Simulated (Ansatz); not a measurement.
# CsH: the cost of one run

Program: Ansatz 0.2.0. Level of theory: DFT PBE, scalar-relativistic, plane waves, PAW. These are calculated values, not measurements.

1 further run of the same task is left out (it didn't finish).

### Step 1. The system as given

Symmetry: Cmcm, No. 63, orthorhombic system. Conventional cell: a = 4.777 Å, b = 11.964 Å, c = 4.533 Å, α = 90.00°, β = 90.00°, γ = 90.00°. Around Cs (site symmetry m2m) lie 7 H at 3.36 to 3.54 Å. H (site symmetry m2m) is surrounded by 2 H at 2.98 Å and 7 Cs at 3.36 to 3.54 Å.

Coordinates:

```cif
data_structure
_symmetry_space_group_name_H-M 'Cmcm'
_symmetry_Int_Tables_number 63
_cell_length_a 4.7771
_cell_length_b 11.9642
_cell_length_c 4.5328
_cell_angle_alpha 90.000
_cell_angle_beta 90.000
_cell_angle_gamma 90.000
_cell_volume 259.07
loop_
_atom_site_label
_atom_site_type_symbol
_atom_site_symmetry_multiplicity
_atom_site_Wyckoff_symbol
_atom_site_fract_x
_atom_site_fract_y
_atom_site_fract_z
_atom_site_occupancy
Cs1 Cs 4 c 0.50000 0.36244 0.75000 1
H1 H 4 c 0.50000 0.08080 0.75000 1
```

The cell is invented: species swapped into a database cell of ScGa (Cmcm, No. 63), with Cs on the Sc sites and H on the Ga sites. The dimensions are guesses.

### Step 2. The guess as it stands, on a coarse mesh

Contents of input.yaml:

```yaml
crystal:
  lattice:
    - [2.38857086, -5.98211533, 0.0]
    - [2.38857086, 5.98211533, 0.0]
    - [0.0, 0.0, 4.53277274]
  atoms:
    - { symbol: Cs, position: [0.13756222, 0.86243778, 0.25] }
    - { symbol: Cs, position: [0.86243778, 0.13756222, 0.75] }
    - { symbol: H, position: [0.41919877, 0.58080123, 0.25] }
    - { symbol: H, position: [0.58080123, 0.41919877, 0.75] }
basis:
  ecutwfc: 420
kpoints:
  mp_grid: { grid: [4, 4, 4] }
hamiltonian:
  xc: pbe
scf:
  occupations: { method: gaussian, width: 0.1 }
  lower_state_search: "off"
output:
  forces: true
  stress: true
  eigenvalues: true
```

Command:

```bash
$ ansatz run input.yaml --threads 1 --pin off --max-ram 2048MiB --backend cpu --events-out ev --progress --plain --runs-dir out
```

What time and memory should one allow on 1 thread of Intel Xeon 6975P-C (Granite Rapids), shared host?

About 1.4 s, with a peak of 0.4 GiB.
